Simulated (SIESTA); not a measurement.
The system is SiO2.

```
Si O
1.0
     4.97559    0.00000    0.00000
     0.00000    4.97559    0.00000
     0.00000    0.00000    6.90089
Si O
4 8
Direct
  0.80325 0.80325 0.50000
  0.69675 0.30325 0.25000
  0.30325 0.69675 0.75000
  0.19675 0.19675 0.00000
  0.76176 0.11039 0.43204
  0.88961 0.23824 0.06796
  0.11039 0.76176 0.56796
  0.26176 0.38961 0.81796
  0.23824 0.88961 0.93204
  0.73824 0.61039 0.31796
  0.38961 0.26176 0.18204
  0.61039 0.73824 0.68204
```

The cell comes from a database or a generator and needn't be the stable form of this composition.

Base run:

- Program: SIESTA 5.4.2
- Functional: PBEsol
- Potentials or basis: PseudoDojo 0.4 standard (PBEsol files)
- Basis: DZP (energy shift 0.003 Ry)
- Grid cutoff: 800 Ry
- Energy shift: 0.003 Ry
- k mesh: 6 × 6 × 4
- Occupations: fermi-dirac, width 0.05 eV
- Spin: no spin polarisation

Its results: band gap on the k mesh 5.93 eV, direct; pressure 4.4 GPa; largest force 0.532 eV/Å.

Question: The run is repeated on the same cell with these changes: functional from PBEsol to LDA; potentials or basis from PseudoDojo 0.4 standard (PBEsol files) to PseudoDojo 0.4 standard (LDA files). What comes out?

Answer: Band gap on the k mesh 5.84 eV, direct; pressure -0.3 GPa; largest force 0.233 eV/Å.

Caveats: the basis of atomic orbitals isn't converged, which shifts pressures, moduli and gaps.

Not every run made on this cell is shown here.
